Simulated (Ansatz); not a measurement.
# 96-atom supercell of antifluorite Li2Se

Wanted: energy, pressure and frontier levels of the defect-free cell (PBEsol, HSE06 and r²SCAN).

All numbers are computed with Ansatz 0.2.0 (PAW, plane waves).

## (1) The starting cell

96 atoms (64 Li, 32 Se); a = 11.895 Å, b = 11.895 Å, c = 11.895 Å, α = 90.00°, β = 90.00°, γ = 90.00°.

The runs, in order: (2) PBEsol single point at the single k point (¼, ¼, ¼), on 1 × NVIDIA GB300 Max-Q with 8 threads of Arm Neoverse-V2; (3) HSE06 single point at the single k point (¼, ¼, ¼), on 1 × NVIDIA GB300 Max-Q with 8 threads of Arm Neoverse-V2; (4) r²SCAN single point at the single k point (¼, ¼, ¼), on 1 × NVIDIA GB300 Max-Q with 8 threads of Arm Neoverse-V2.

## (2) PBEsol on the given atoms

The input, in.yaml:

```yaml
crystal:
  lattice:
    - [11.894604, 0.000000, 0.000000]
    - [0.000000, 11.894604, 0.000000]
    - [0.000000, 0.000000, 11.894604]
  atoms:
    - { symbol: Li, position: [0.375000, 0.125000, 0.125000] }
    - { symbol: Li, position: [0.375000, 0.125000, 0.625000] }
    - { symbol: Li, position: [0.375000, 0.625000, 0.125000] }
    - { symbol: Li, position: [0.375000, 0.625000, 0.625000] }
    - { symbol: Li, position: [0.875000, 0.125000, 0.125000] }
    - { symbol: Li, position: [0.875000, 0.125000, 0.625000] }
    - { symbol: Li, position: [0.875000, 0.625000, 0.125000] }
    - { symbol: Li, position: [0.875000, 0.625000, 0.625000] }
    - { symbol: Li, position: [0.125000, 0.375000, 0.125000] }
    - { symbol: Li, position: [0.125000, 0.375000, 0.625000] }
    - { symbol: Li, position: [0.125000, 0.875000, 0.125000] }
    - { symbol: Li, position: [0.125000, 0.875000, 0.625000] }
    - { symbol: Li, position: [0.625000, 0.375000, 0.125000] }
    - { symbol: Li, position: [0.625000, 0.375000, 0.625000] }
    - { symbol: Li, position: [0.625000, 0.875000, 0.125000] }
    - { symbol: Li, position: [0.625000, 0.875000, 0.625000] }
    - { symbol: Li, position: [0.125000, 0.125000, 0.375000] }
    - { symbol: Li, position: [0.125000, 0.125000, 0.875000] }
    - { symbol: Li, position: [0.125000, 0.625000, 0.375000] }
    - { symbol: Li, position: [0.125000, 0.625000, 0.875000] }
    - { symbol: Li, position: [0.625000, 0.125000, 0.375000] }
    - { symbol: Li, position: [0.625000, 0.125000, 0.875000] }
    - { symbol: Li, position: [0.625000, 0.625000, 0.375000] }
    - { symbol: Li, position: [0.625000, 0.625000, 0.875000] }
    - { symbol: Li, position: [0.125000, 0.125000, 0.125000] }
    - { symbol: Li, position: [0.125000, 0.125000, 0.625000] }
    - { symbol: Li, position: [0.125000, 0.625000, 0.125000] }
    - { symbol: Li, position: [0.125000, 0.625000, 0.625000] }
    - { symbol: Li, position: [0.625000, 0.125000, 0.125000] }
    - { symbol: Li, position: [0.625000, 0.125000, 0.625000] }
    - { symbol: Li, position: [0.625000, 0.625000, 0.125000] }
    - { symbol: Li, position: [0.625000, 0.625000, 0.625000] }
    - { symbol: Li, position: [0.375000, 0.375000, 0.375000] }
    - { symbol: Li, position: [0.375000, 0.375000, 0.875000] }
    - { symbol: Li, position: [0.375000, 0.875000, 0.375000] }
    - { symbol: Li, position: [0.375000, 0.875000, 0.875000] }
    - { symbol: Li, position: [0.875000, 0.375000, 0.375000] }
    - { symbol: Li, position: [0.875000, 0.375000, 0.875000] }
    - { symbol: Li, position: [0.875000, 0.875000, 0.375000] }
    - { symbol: Li, position: [0.875000, 0.875000, 0.875000] }
    - { symbol: Li, position: [0.375000, 0.375000, 0.125000] }
    - { symbol: Li, position: [0.375000, 0.375000, 0.625000] }
    - { symbol: Li, position: [0.375000, 0.875000, 0.125000] }
    - { symbol: Li, position: [0.375000, 0.875000, 0.625000] }
    - { symbol: Li, position: [0.875000, 0.375000, 0.125000] }
    - { symbol: Li, position: [0.875000, 0.375000, 0.625000] }
    - { symbol: Li, position: [0.875000, 0.875000, 0.125000] }
    - { symbol: Li, position: [0.875000, 0.875000, 0.625000] }
    - { symbol: Li, position: [0.375000, 0.125000, 0.375000] }
    - { symbol: Li, position: [0.375000, 0.125000, 0.875000] }
    - { symbol: Li, position: [0.375000, 0.625000, 0.375000] }
    - { symbol: Li, position: [0.375000, 0.625000, 0.875000] }
    - { symbol: Li, position: [0.875000, 0.125000, 0.375000] }
    - { symbol: Li, position: [0.875000, 0.125000, 0.875000] }
    - { symbol: Li, position: [0.875000, 0.625000, 0.375000] }
    - { symbol: Li, position: [0.875000, 0.625000, 0.875000] }
    - { symbol: Li, position: [0.125000, 0.375000, 0.375000] }
    - { symbol: Li, position: [0.125000, 0.375000, 0.875000] }
    - { symbol: Li, position: [0.125000, 0.875000, 0.375000] }
    - { symbol: Li, position: [0.125000, 0.875000, 0.875000] }
    - { symbol: Li, position: [0.625000, 0.375000, 0.375000] }
    - { symbol: Li, position: [0.625000, 0.375000, 0.875000] }
    - { symbol: Li, position: [0.625000, 0.875000, 0.375000] }
    - { symbol: Li, position: [0.625000, 0.875000, 0.875000] }
    - { symbol: Se, position: [0.000000, 0.000000, 0.000000] }
    - { symbol: Se, position: [0.000000, 0.000000, 0.500000] }
    - { symbol: Se, position: [0.000000, 0.500000, 0.000000] }
    - { symbol: Se, position: [0.000000, 0.500000, 0.500000] }
    - { symbol: Se, position: [0.500000, 0.000000, 0.000000] }
    - { symbol: Se, position: [0.500000, 0.000000, 0.500000] }
    - { symbol: Se, position: [0.500000, 0.500000, 0.000000] }
    - { symbol: Se, position: [0.500000, 0.500000, 0.500000] }
    - { symbol: Se, position: [0.250000, 0.250000, 0.000000] }
    - { symbol: Se, position: [0.250000, 0.250000, 0.500000] }
    - { symbol: Se, position: [0.250000, 0.750000, 0.000000] }
    - { symbol: Se, position: [0.250000, 0.750000, 0.500000] }
    - { symbol: Se, position: [0.750000, 0.250000, 0.000000] }
    - { symbol: Se, position: [0.750000, 0.250000, 0.500000] }
    - { symbol: Se, position: [0.750000, 0.750000, 0.000000] }
    - { symbol: Se, position: [0.750000, 0.750000, 0.500000] }
    - { symbol: Se, position: [0.250000, 0.000000, 0.250000] }
    - { symbol: Se, position: [0.250000, 0.000000, 0.750000] }
    - { symbol: Se, position: [0.250000, 0.500000, 0.250000] }
    - { symbol: Se, position: [0.250000, 0.500000, 0.750000] }
    - { symbol: Se, position: [0.750000, 0.000000, 0.250000] }
    - { symbol: Se, position: [0.750000, 0.000000, 0.750000] }
    - { symbol: Se, position: [0.750000, 0.500000, 0.250000] }
    - { symbol: Se, position: [0.750000, 0.500000, 0.750000] }
    - { symbol: Se, position: [0.000000, 0.250000, 0.250000] }
    - { symbol: Se, position: [0.000000, 0.250000, 0.750000] }
    - { symbol: Se, position: [0.000000, 0.750000, 0.250000] }
    - { symbol: Se, position: [0.000000, 0.750000, 0.750000] }
    - { symbol: Se, position: [0.500000, 0.250000, 0.250000] }
    - { symbol: Se, position: [0.500000, 0.250000, 0.750000] }
    - { symbol: Se, position: [0.500000, 0.750000, 0.250000] }
    - { symbol: Se, position: [0.500000, 0.750000, 0.750000] }
  symmetry: { detect: false }
kpoints:
  mp_grid: { grid: [1, 1, 1], shift: [0.25, 0.25, 0.25] }
hamiltonian:
  xc: pbesol
scf:
  occupations: { method: fermi_dirac, width: 0.01 }
output:
  forces: true
  eigenvalues: true
  stress: true
  populations: true
  eigenstates: { kpoints: [[0.25, 0.25, 0.25]], e_range: [-6.0, 6.0], localisation: true }
```

The run is started by

```
> ansatz run in.yaml --threads 8 --pin off --max-ram 118750MiB --runs-dir r --events-out ev --progress --plain --backend cuda --devices 0,
```

## (3) HSE06 single point

in.yaml, as its differences from that of step 2:

```diff
@@ -106,3 +106,3 @@
 hamiltonian:
-  xc: pbesol
+  xc: hse06
 scf:
@@ -112,3 +112,2 @@
   eigenvalues: true
-  stress: true
   populations: true
```

## (4) r²SCAN on the same atoms

in.yaml, as its differences from that of step 3:

```diff
@@ -106,3 +106,3 @@
 hamiltonian:
-  xc: hse06
+  xc: r2scan
 scf:
```

Before running it: what results should come out? Wanted: for each run, top filled to lowest empty; energy; pressure.

**Answer**, as computed:

| level | time | top filled to lowest empty (eV) | energy (eV/atom) | pressure (GPa) |
| --- | --- | --- | --- | --- |
| PBEsol | 13 s (GPU) | 3.40 | -1944.6584 | -0.04 |
| HSE06 | 68 s (GPU) | 4.41 | -1961.3783 | - |
| r²SCAN | 16 s (GPU) | 4.05 | -1964.2267 | - |

**What this shows.** At the same k points, PBEsol gives a spacing 1.01 eV smaller and r²SCAN gives a spacing 0.36 eV smaller than the 4.41 eV of HSE06. The price of HSE06 is about 5.2 times the time of PBEsol here. Spin–orbit coupling is left out, which matters for the band edges of the heavier elements here. With one k point the spacing samples only the states that fold onto it, so it can exceed the gap over the zone.
